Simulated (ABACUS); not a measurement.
# AlN (P6_3mc) in ABACUS: a series of runs

The runs below take AlN through equation of state, with PBE.

Program: ABACUS 3.10.1. These are calculated values, not measurements. Logs are shortened: lines on timing, memory, paths and dates and some standing lists are left out, and cuts for length are marked.

## 1. Starting point

The structure is hexagonal, space group P6_3mc (No. 186). Conventional cell: a = 3.113 Å, b = 3.113 Å, c = 4.981 Å, α = 90.00°, β = 90.00°, γ = 120.00°. Al (site symmetry 3m) has 4 N at 1.89 Å as nearest neighbours. N (site symmetry 3m) is surrounded by 4 Al at 1.89 Å.

## 2. Equation of state, PBE, 9.82 Å³/atom (volume scaled by 0.94)

INPUT

```
INPUT_PARAMETERS
suffix              AlN
calculation         scf
basis_type          lcao
pseudo_dir          ./
orbital_dir         ./
symmetry            1
dft_functional      pbe
ecutwfc             100
pseudo_rcut         7
nspin               1
nbands              12
ks_solver           genelpa
smearing_method     fd
smearing_sigma      0.00367493
scf_thr             1e-07
scf_nmax            100
mixing_type         broyden
mixing_beta         0.7
cal_force           1
cal_stress          1
out_mul             1
```

STRU

```
ATOMIC_SPECIES
Al 26.9815 Al.upf
N 14.0070 N.upf

NUMERICAL_ORBITAL
Al_confined-atom_8au_1s1p.orb
N_confined-atom_6au_1s1p.orb

LATTICE_CONSTANT
1.8897261246

LATTICE_VECTORS
3.0494515564 0.0000000000 0.0000000000
-1.5247257782 2.6409025155 0.0000000000
0.0000000000 0.0000000000 4.8793184075

ATOMIC_POSITIONS
Cartesian

Al
0.0
2
1.5247257784 0.8803008384 2.4396592037 1 1 1
-0.0000000002 1.7606016771 0.0000000000 1 1 1

N
0.0
2
1.5247257784 0.8803008384 4.2938001986 1 1 1
-0.0000000002 1.7606016771 1.8541409948 1 1 1
```

KPT

```
K_POINTS
0
Gamma
7 7 4 0 0 0
```

Potentials or basis: PseudoDojo NC SR 0.4.1 PBE standard, SZ LCAO (the cutoffs set its grid).

Run with:

```console
> OMP_NUM_THREADS=1 mpirun -np 4 abacus > log
```

running log:

```text
ABACUS v3.10.1

               Atomic-orbital Based Ab-initio Computation at UStc

 ------------------------------------------------------------------------------------

 READING GENERAL INFORMATION
                           global_out_dir = OUT.AlN/
                           global_in_card = INPUT
                               pseudo_dir = ./
                              orbital_dir = ./
                                    DSIZE = 4
                                    GSIZE = 1

 READING UNITCELL INFORMATION
                                    ntype = 2
                  lattice constant (Bohr) = 1.88973
              lattice constant (Angstrom) = 1

 READING ATOM TYPE 1
                               atom label = Al
                      L=0, number of zeta = 1
                      L=1, number of zeta = 1
             number of atom for this type = 2

 READING ATOM TYPE 2
                               atom label = N
                      L=0, number of zeta = 1
                      L=1, number of zeta = 1
             number of atom for this type = 2

                        TOTAL ATOM NUMBER = 4
CARTESIAN COORDINATES ( UNIT =       1.889726124600 Bohr ).
    atom                   x                   y                   z     mag                  vx                  vy                  vz
tauc_Al1            1.5247257784        0.8803008384        2.4396592037  0.0000        0.0000000000        0.0000000000        0.0000000000
tauc_Al2           -0.0000000002        1.7606016771        0.0000000000  0.0000        0.0000000000        0.0000000000        0.0000000000
tauc_N1            1.5247257784        0.8803008384        4.2938001986  0.0000        0.0000000000        0.0000000000        0.0000000000
tauc_N2           -0.0000000002        1.7606016771        1.8541409948  0.0000        0.0000000000        0.0000000000        0.0000000000

                          Volume (Bohr^3) = 265.173
                             Volume (A^3) = 39.2946

 Lattice vectors: (Cartesian coordinate: in unit of a_0)
             +3.04945                  +0                  +0
             -1.52473             +2.6409                  +0
                   +0                  +0            +4.87932
 Reciprocal vectors: (Cartesian coordinate: in unit of 2 pi/a_0)
            +0.327928           +0.189329                  -0
                   -0           +0.378658                  -0
                   +0                  -0           +0.204947
 The esolver type has been set to : ksdft_lcao

                PAO radial cut off (Bohr) = 7

 Read in pseudopotential file is Al.upf
                     pseudopotential type = NC
          exchange-correlation functional = PBE
                 nonlocal core correction = 1
                        valence electrons = 3
                                     lmax = 2
                           number of zeta = 2
[... 211 lines left out ...]
                dimension of extened grid = [ 35, 35, 57 ]
                            UnitCellTotal = 75
              Atom number in sub-FFT-grid = 4
    Local orbitals number in sub-FFT-grid = 16
                                ParaV.nnr = 3440
                                 init_chg = atomic

 LCAO ALGORITHM --------------- ION=   1  ELEC=   1--------------------------------

 Density error is 0.301630915273
----------------------------------------------------------
     Energy           Rydberg                 eV
----------------------------------------------------------
 E_KohnSham     -50.3783107142       -685.4320813276
 E_Harris       -45.3820313984       -617.4542138336
 E_Fermi        0.7139242665         9.7134379648
----------------------------------------------------------
[... 80 lines left out ...]
 Density error is 3.79414240026e-08
----------------------------------------------------------
     Energy           Rydberg                 eV
----------------------------------------------------------
 E_KohnSham     -50.8449163673       -691.7805769281
 E_KS(sigma->0) -50.8449163673       -691.7805769281
 E_Harris       -50.8449156487       -691.7805671519
 E_band         3.5244558058         47.9526813080
 E_one_elec     -0.6763630658        -9.2023916119
 E_Hartree      11.5042105249        156.5228141304
 E_xc           -17.2800882895       -235.1076626808
 E_Ewald        -44.3926755368       -603.9933367658
 E_entropy(-TS) 0.0000000000         0.0000000000
 E_descf        0.0000000000         0.0000000000
 E_exx          0.0000000000         0.0000000000
 E_Fermi        0.8026101517         10.9200713358
----------------------------------------------------------

 charge density convergence is achieved
 final etot is -691.78057693 eV
 EFERMI = 10.920071336 eV

 STATE ENERGY(eV) AND OCCUPATIONS    NSPIN == 1
 1/24 kpoint (Cartesian) = 0.0000 0.0000 0.0000 (1115 pws)
       1       -7.33883      0.0102041
       2       -4.84976      0.0102041
       3        1.77182      0.0102041
       4        7.74731      0.0102041
       5        7.74731      0.0102041
       6        8.83400      0.0102041
       7        8.83400      0.0102041
       8        8.97523      0.0102041
       9        13.6254    3.23800e-26
      10        16.7985    8.90174e-54
      11        21.1779        0.00000
      12        21.1779        0.00000
[... 57 lines left out ...]
 6/24 kpoint (Cartesian) = -0.093694 0.10819 0.0000 (1127 pws)
       1       -5.60323       0.122449
       2       -4.18727       0.122449
       3        3.39018       0.122449
       4        3.87386       0.122449
       5        4.42901       0.122449
       6        5.85846       0.122449
       7        7.31145       0.122449
       8        7.44847       0.122449
       9        17.1752    5.70537e-56
      10        18.0612    1.14973e-63
      11        19.7336    3.42730e-78
      12        21.4744        0.00000

[... levels at 18 further k points ...]

 correction force for each atom along direction 1 is -0.00120055
 correction force for each atom along direction 2 is 0.00115283
 correction force for each atom along direction 3 is 4.50949e-07
------------------------------------------------------------------------------------------
 TOTAL-FORCE (eV/Angstrom)
------------------------------------------------------------------------------------------
                       Al1         0.0000000000         0.0000000000        -0.0796973179
                       Al2         0.0000000000         0.0000000000        -0.0796973179
                        N1         0.0000000000         0.0000000000         0.0796973179
                        N2         0.0000000000         0.0000000000         0.0796973179
------------------------------------------------------------------------------------------

----------------------------------------------------------------
 TOTAL-STRESS (KBAR)
----------------------------------------------------------------
       381.1552456493         0.0000000000         0.0000000000
         0.0000000000       381.1552456356         0.0000000000
         0.0000000000         0.0000000000       451.0238347421
----------------------------------------------------------------
 TOTAL-PRESSURE: 404.444775 KBAR

 --------------------------------------------
 !FINAL_ETOT_IS -691.7805769281111452 eV
 --------------------------------------------
```

stdout:

```text
ABACUS v3.10.1

               Atomic-orbital Based Ab-initio Computation at UStc

 UNIFORM GRID DIM        : 40 * 40 * 60
 UNIFORM GRID DIM(BIG)   : 8 * 8 * 20
 ---------------------------------------------------------
[... 27 lines left out ...]
----------------------------------------------------------------
 TOTAL-STRESS (KBAR)
----------------------------------------------------------------
       381.1552456493         0.0000000000         0.0000000000
         0.0000000000       381.1552456356         0.0000000000
         0.0000000000         0.0000000000       451.0238347421
----------------------------------------------------------------
 TOTAL-PRESSURE: 404.444775 KBAR
```

mulliken.txt:

```text
 0
CALCULATE THE MULLIkEN ANALYSIS FOR EACH ATOM
 Total charge:	16
Decomposed Mulliken populations
0                             Zeta of Al              Spin 1
s                                      0              0.7224
SUM OVER M+Zeta                                       0.7224

pz                                     0              0.4018
px                                     0              0.4212
py                                     0              0.3996
SUM OVER M                                            1.2225
SUM OVER M+Zeta                                       1.2225

SUM OVER M+Zeta+L                                     1.9450

Total Charge on atom:                 Al              1.9450

1                             Zeta of Al              Spin 1
s                                      0              0.7192
SUM OVER M+Zeta                                       0.7192
[... 27 lines left out ...]
3                              Zeta of N              Spin 1
s                                      0              1.6310
SUM OVER M+Zeta                                       1.6310

pz                                     0              1.4789
px                                     0              1.4405
py                                     0              1.5040
SUM OVER M                                            4.4234
SUM OVER M+Zeta                                       4.4234

SUM OVER M+Zeta+L                                     6.0544

Total Charge on atom:                  N              6.0544
```

Wall time 6.6 s (4 MPI ranks of AMD EPYC 7R43 (Zen 3), shared host); peak memory 0.32 GiB.

These settings aren't checked as converged: the numbers below hold their error.

Results:

```
Free energy            : -691.7806 eV
Pressure               : 40.4 GPa
Largest force          : 0.080 eV/Å
Band gap on the k mesh : 4.65 eV, direct
Mulliken charges       : Al +1.05, +1.06; N -1.06, -1.05 e
```

Caveat: the atomic orbitals were generated for these runs and aren't a published set; Mulliken charges move with the basis; the basis of atomic orbitals isn't converged, which shifts pressures, moduli and gaps.

## 3. Equation of state, PBE, 10.24 Å³/atom (volume scaled by 0.98)

INPUT is that of step 2.

STRU

```
ATOMIC_SPECIES
Al 26.9815 Al.upf
N 14.0070 N.upf

NUMERICAL_ORBITAL
Al_confined-atom_8au_1s1p.orb
N_confined-atom_6au_1s1p.orb

LATTICE_CONSTANT
1.8897261246

LATTICE_VECTORS
3.0921067530 0.0000000000 0.0000000000
-1.5460533765 2.6778429994 0.0000000000
0.0000000000 0.0000000000 4.9475694625

ATOMIC_POSITIONS
Cartesian

Al
0.0
2
1.5460533767 0.8926143330 2.4737847312 1 1 1
-0.0000000002 1.7852286664 0.0000000000 1 1 1

N
0.0
2
1.5460533767 0.8926143330 4.3538611270 1 1 1
-0.0000000002 1.7852286664 1.8800763958 1 1 1
```

KPT is that of step 2.

Potentials or basis: PseudoDojo NC SR 0.4.1 PBE standard, SZ LCAO (the cutoffs set its grid).

Run with:

```console
> OMP_NUM_THREADS=1 mpirun -np 4 abacus > log
```

Wall time 6.2 s (4 MPI ranks of AMD EPYC 7R43 (Zen 3), shared host); peak memory 0.32 GiB.

The run converged, but some of its settings lie outside the range that counts as converged, so its numbers aren't taken as properties of the crystal.

What came out:

```yaml
Free_energy: -692.1379 eV
Pressure: 28.4 GPa
Largest_force: 0.058 eV/Å
Band_gap_on_the_k_mesh: 4.25 eV, direct
Mulliken_charges: Al +1.03, +1.04; N -1.04, -1.03 e
```

Caveat: the atomic orbitals were generated for these runs and aren't a published set; Mulliken charges move with the basis; the basis of atomic orbitals isn't converged, which shifts pressures, moduli and gaps.

## 4. Equation of state, PBE, 10.66 Å³/atom (volume scaled by 1.02)

INPUT is that of step 3.

STRU

```
ATOMIC_SPECIES
Al 26.9815 Al.upf
N 14.0070 N.upf

NUMERICAL_ORBITAL
Al_confined-atom_8au_1s1p.orb
N_confined-atom_6au_1s1p.orb

LATTICE_CONSTANT
1.8897261246

LATTICE_VECTORS
3.1336164949 0.0000000000 0.0000000000
-1.5668082474 2.7137914903 0.0000000000
0.0000000000 0.0000000000 5.0139877163

ATOMIC_POSITIONS
Cartesian

Al
0.0
2
1.5668082476 0.9045971633 2.5069938582 1 1 1
-0.0000000001 1.8091943270 0.0000000000 1 1 1

N
0.0
2
1.5668082476 0.9045971633 4.4123091903 1 1 1
-0.0000000001 1.8091943270 1.9053153322 1 1 1
```

KPT is that of step 3.

Run with:

```console
> OMP_NUM_THREADS=1 mpirun -np 4 abacus > log
```

It took 6.2 s on 4 MPI ranks of AMD EPYC 7R43 (Zen 3), shared host; peak memory 0.32 GiB.

These settings aren't checked as converged: the numbers below hold their error.

What came out:

```
Free energy            : -692.3805 eV
Pressure               : 18.4 GPa
Largest force          : 0.039 eV/Å
Band gap on the k mesh : 3.87 eV, direct
Mulliken charges       : Al +1.01; N -1.02, -1.01 e
```

Caveat: the atomic orbitals were generated for these runs and aren't a published set; Mulliken charges move with the basis; the basis of atomic orbitals isn't converged, which shifts pressures, moduli and gaps.

## 5. Equation of state, PBE, 11.08 Å³/atom (volume scaled by 1.06)

INPUT is that of step 4.

STRU

```
ATOMIC_SPECIES
Al 26.9815 Al.upf
N 14.0070 N.upf

NUMERICAL_ORBITAL
Al_confined-atom_8au_1s1p.orb
N_confined-atom_6au_1s1p.orb

LATTICE_CONSTANT
1.8897261246

LATTICE_VECTORS
3.1740547162 0.0000000000 0.0000000000
-1.5870273581 2.7488120173 0.0000000000
0.0000000000 0.0000000000 5.0786914685

ATOMIC_POSITIONS
Cartesian

Al
0.0
2
1.5870273583 0.9162706723 2.5393457342 1 1 1
-0.0000000002 1.8325413450 0.0000000000 1 1 1

N
0.0
2
1.5870273583 0.9162706723 4.4692484923 1 1 1
-0.0000000002 1.8325413450 1.9299027580 1 1 1
```

KPT is that of step 4.

Run with:

```console
> OMP_NUM_THREADS=1 mpirun -np 4 abacus > log
```

Run time: 6.1 s. Hardware: 4 MPI ranks of AMD EPYC 7R43 (Zen 3), shared host; peak memory 0.32 GiB.

The run converged, but some of its settings lie outside the range that counts as converged, so its numbers aren't taken as properties of the crystal.

Results:

```
Free energy            : -692.5277 eV
Pressure               : 10.1 GPa
Largest force          : 0.022 eV/Å
Band gap on the k mesh : 3.52 eV, direct
Mulliken charges       : Al +0.99, +1.00; N -1.00, -0.99 e
```

Caveat: the atomic orbitals were generated for these runs and aren't a published set; Mulliken charges move with the basis; the basis of atomic orbitals isn't converged, which shifts pressures, moduli and gaps.

## 6. Equation of state, PBE

Potentials or basis: PseudoDojo NC SR 0.4.1 PBE standard, SZ LCAO (the cutoffs set its grid).

This step only gathers the single runs of the series.

The run converged, but some of its settings lie outside the range that counts as converged, so its numbers aren't taken as properties of the crystal.

Results:

* Equilibrium volume: 11.71 Å³/atom (rough: see the caveat)
* Bulk modulus at fixed shape and positions: 162 GPa (rough)

Caveat: the atomic orbitals were generated for these runs and aren't a published set; the minimum lies outside the volumes run; the cell was scaled at fixed shape and fractional positions, which overstates the stiffness of a crystal with free parameters, most of all of layers and chains; the basis of atomic orbitals isn't converged, which shifts pressures, moduli and gaps.
